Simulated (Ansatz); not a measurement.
Write the native input for Ansatz 0.2.0 that does the following.

- Task: band structure
- Functional: PBEsol
- Potentials or basis: all-electron PAW datasets made for the crystal
- Cutoff: 140 eV (chosen from the basis error)
- k mesh: 11 × 11 × 11
- Occupations: fermi-dirac, width 0.05 eV
- Spin: no spin polarisation

Crystal: Al.

```
Al
1.0
     0.00000    2.02481    2.02481
     2.02481    0.00000    2.02481
     2.02481    2.02481    0.00000
Al
1
Direct
  0.00000 0.00000 0.00000
```

These files were run (other wordings do the same):

input.yaml

```yaml
crystal:
  lattice:
    - [0.0, 2.024805, 2.024805]
    - [2.024805, 0.0, 2.024805]
    - [2.024805, 2.024805, 0.0]
  atoms:
    - { symbol: Al, position: [0.0, 0.0, 0.0] }
kpoints:
  mp_grid: { grid: [11, 11, 11] }
  band_path:
    path:
      - [0.0, 0.0, 0.0]
      - [0.5, 0.0, 0.5]
      - [0.5, 0.25, 0.75]
      - [0.375, 0.375, 0.75]
      - [0.0, 0.0, 0.0]
      - [0.5, 0.5, 0.5]
      - [0.625, 0.25, 0.625]
      - [0.5, 0.25, 0.75]
    npoints: 10
scf:
  occupations: { method: fermi_dirac, width: 0.05 }
hamiltonian:
  xc: pbesol
  pseudopotentials: { kind: all_electron, datasets: crystal }
output:
  forces: true
  stress: true
  eigenvalues: true
  elf: true
  volumetric_format: npy
```

Potentials or basis: all-electron PAW datasets made for the crystal.

Run with:

```bash
$ ansatz run input.yaml --threads 1 --pin off --max-ram 3072MiB --backend cpu --events-out ev --progress --plain --runs-dir out
```

It gave:

| Property | Result |
| --- | --- |
| Pressure | -1.9 GPa |
| Band gap along the path | none (metal or under the smearing width) |

Run time: 2.4 s on 1 thread of Intel(R) Xeon(R) Platinum 8488C (Sapphire Rapids), on a shared host, peak memory 0.31 GiB.
